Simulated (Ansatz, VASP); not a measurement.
# CdS (Hawleyite) in two plane-wave programs, part 2 of 2

Aim: how closely do two programs agree when they are given the same cell, functional and k mesh?

VASP 6.6.1 and Ansatz 0.2.0.

So far. Step 3 (Ansatz: single point, PBE): The run ends at a pressure of 2.85 GPa.

## Step 9: VASP: single point, r2SCAN

Level of this step: r2SCAN; plane waves and PAW (Cd, S) (VASP).

With cell and atoms fixed, the geometry can't cause a difference; cores, projectors, grids and the points listed under the comparison can.

INCAR

```
SYSTEM = CdS
PREC = Accurate
ENCUT = 400
EDIFF = 1E-07
NELM = 100
ISMEAR = 0
SIGMA = 0.05
LREAL = .FALSE.
ALGO = Normal
METAGGA = R2SCAN
LASPH = .TRUE.
NBANDS = 32
LWAVE = .FALSE.
LCHARG = .FALSE.
KPAR = 4
LOPTICS = .TRUE.
NEDOS = 2000
CSHIFT = 0.1
```

POSCAR

```
CdS
1.0
    0.0000000000      2.9165000000      2.9165000000
    2.9165000000      0.0000000000      2.9165000000
    2.9165000000      2.9165000000      0.0000000000
Cd S
1 1
Direct
    0.0000000000      0.0000000000      0.0000000000
    0.7500000000      0.7500000000      0.7500000000
```

KPOINTS

```
Automatic mesh
0
Gamma
10 10 10
0 0 0
```

PAW data sets: Cd and S (PBE family, release 64).

Command:

```
$ mpirun -np 4 vasp_std
```

Numbers of over 12 decimals in the logs are rounded to 6 here.

Output:

```text
[banner, memory and clock lines left out]
running    4 mpi-ranks, on    1 nodes
[...]
|                                                                             |
|               ----> ADVICE to this user running VASP <----                  |
|                                                                             |
|     You enforced a specific xc type in the INCAR file but a different       |
|     [... a line on the potential file left out ...]
|     I HOPE YOU KNOW WHAT YOU ARE DOING!                                     |
|                                                                             |

 LDA part: xc-table for (None), standard interpolation
 POSCAR, INCAR and KPOINTS ok, starting setup
[...]
entering main loop
       N       E                     dE             d eps       ncg     rms          rms(c)
DAV:   1     0.921375095325E+02    0.92138E+02   -0.68509E+03  3168   0.425E+02
DAV:   2    -0.294056458773E+02   -0.12154E+03   -0.10767E+03  3584   0.148E+02
DAV:   3    -0.348418604133E+02   -0.54362E+01   -0.53977E+01  3720   0.343E+01
DAV:   4    -0.348629884492E+02   -0.21128E-01   -0.21126E-01  3376   0.220E+00
[...]
DAV:  12    -0.296767416968E+02   -0.77479E-05   -0.22800E-05  3488   0.310E-02    0.184E-02
DAV:  13    -0.296767416623E+02    0.34494E-07   -0.17630E-06  3592   0.702E-03    0.376E-03
DAV:  14    -0.296767415745E+02    0.87825E-07   -0.64997E-08  3448   0.118E-03
   1 F= -.29676742E+02 E0= -.29676742E+02  d E =-.644684E-12
 optical routines
 imaginary and real dielectric function
 direction            1
 direction            2
 direction            3
```

Parts of OUTCAR (step 9):

```text
  Total        0.4289565      0.4289565      0.4289565     -0.0000000     -0.0000000     -0.0000000
  in kB       13.8518545     13.8518545     13.8518545     -0.0000000     -0.0000000     -0.0000000
  external PRESSURE =      13.8518545 kB  Pullay stress =       0.0000000 kB

 POSITION                                       TOTAL-FORCE (eV/Angst)
 -----------------------------------------------------------------------------------
      0.00000      0.00000      0.00000         0.000000      0.000000      0.000000
      4.37475      4.37475      4.37475        -0.000000     -0.000000     -0.000000
 -----------------------------------------------------------------------------------
    total drift:                                0.000002      0.000002      0.000002

  FREE ENERGIE OF THE ION-ELECTRON SYSTEM (eV)
  ---------------------------------------------------
  free  energy   TOTEN  =       -29.6767415745 eV

  energy  without entropy=      -29.6767415745  energy(sigma->0) =      -29.67674157

[... 2 parts as in an earlier step ...]

[... 1 further part left out ...]
[key lines of the parts left out:]
E-fermi :   1.2671
```

## Step 10: Ansatz: single point, r2SCAN

The same cell, functional, mesh and smearing now go to Ansatz, which takes its cutoff from its data sets.

input.yaml

```yaml
crystal:
  lattice:
    - [0.0, 2.9165, 2.9165]
    - [2.9165, 0.0, 2.9165]
    - [2.9165, 2.9165, 0.0]
  atoms:
    - { symbol: Cd, position: [0.0, 0.0, 0.0] }
    - { symbol: S, position: [0.75, 0.75, 0.75] }
hamiltonian:
  xc: r2scan
  pseudopotentials: { kind: paw }
kpoints:
  mp_grid: { grid: [10, 10, 10] }
scf:
  occupations: { method: gaussian, width: 0.05 }
  n_extra_bands: 4
output:
  forces: true
  stress: true
  eigenvalues: true
```

Command:

```
$ ansatz run input.yaml --threads 2 --pin off --max-ram 4608MiB --backend cpu --events-out ev --progress --plain --runs-dir out
```

Output:

```text
[...]
Crystal: 2 atoms, lattice volume = 49.615 Å³
Basis set: ecut = 500 eV, 1243 PW (Γ), exchange–correlation on 128×128×128 points (64 copies of the dense FFT grid, shifted against one another)
Bands: 17, of which v1, the nominal top of the filled ones, is band 13 counted from 1 (12 counted from 0)
Symmetry: 24 space group operations
[...]
--- Band table (eV; the first three rows and the last of 47) ---
  k-point 0: bands = [... 9 lower, -0.8479, 6.6427, 6.6427, 6.6427, 8.2384, 13.7065, 13.7065, 13.7065]
  k-point 1: bands = [... 9 lower, -0.8487, 5.9471, 6.5617, 6.5617, 8.8207, 13.4905, 13.8436, 13.8436]
  k-point 2: bands = [... 9 lower, -0.8472, 4.7641, 6.3596, 6.3596, 9.6087, 13.2859, 14.1165, 14.1165]
  k-point 46: bands = [... 9 lower, -0.2203, 2.7330, 4.3761, 4.4289, 12.0573, 12.4483, 14.8417, 15.2253]
[key lines of the parts left out:]
SCF converged after 6 iterations
Free energy (F): -9175.605289 eV
Fermi energy:    7.441403 eV
P = ⅓ Tr σ = 1.4635 GPa (14.635 kbar)
```

Run time: 4.5 s. Hardware: 2 threads of Arm Neoverse V2, shared host; peak memory 0.48 GiB.

The run ends at a pressure of 1.46 GPa.

## Step 11: Differences

What differs besides the data sets and the points named for the pairs above, as far as they apply: VASP keeps PBE cores, Ansatz makes them for the functional; the cutoff is 500 eV in Ansatz and 400 eV in VASP. Total energies have different zeros and are not compared.

The two programs side by side:

```
              quantity  Ansatz   VASP  difference
        pressure (GPa)    1.46   1.39       +0.08
gap on the k mesh (eV)   1.596  1.591      +0.005
```

A gap on the mesh is an upper bound, since the band edges may lie between its points. Ansatz's pressure holds a Pulay correction of 0.05 GPa; VASP's holds none.

## Step 12: Summary of results

| Quantity | Value |
| --- | --- |
| difference in gap on the k mesh (single point, PBE) | -0.0017 eV |
| difference in ε∞ xx (dielectric response, PBE) | -1.7 % |
| difference in gap on the k mesh (single point, r2SCAN) | 0.0047 eV |

The difference in ε∞ xx is -1.7 % (dielectric response, PBE), within the 5 % picked in this series as the mark of a large difference. Single point, PBE, Ansatz's all-electron LAPW method: the difference in pressure goes from 0.048 to 0.081 GPa. 1 further run of this series is not shown here. How closely two codes agree says nothing of how well the functional describes the real material.

[Lines on the potential files, build, host, timing and source positions are cut from VASP's logs without a mark.]

[Logs are printed without paths, hosts, clocks, repeated set-up lines and the standing remarks that a program may print on its own settings, such as how far it seeks lower states.]

[Hosts, paths, dates, database ids (printed as entryN), source tags and the programs' standing remarks are cut or masked in the printed files.]
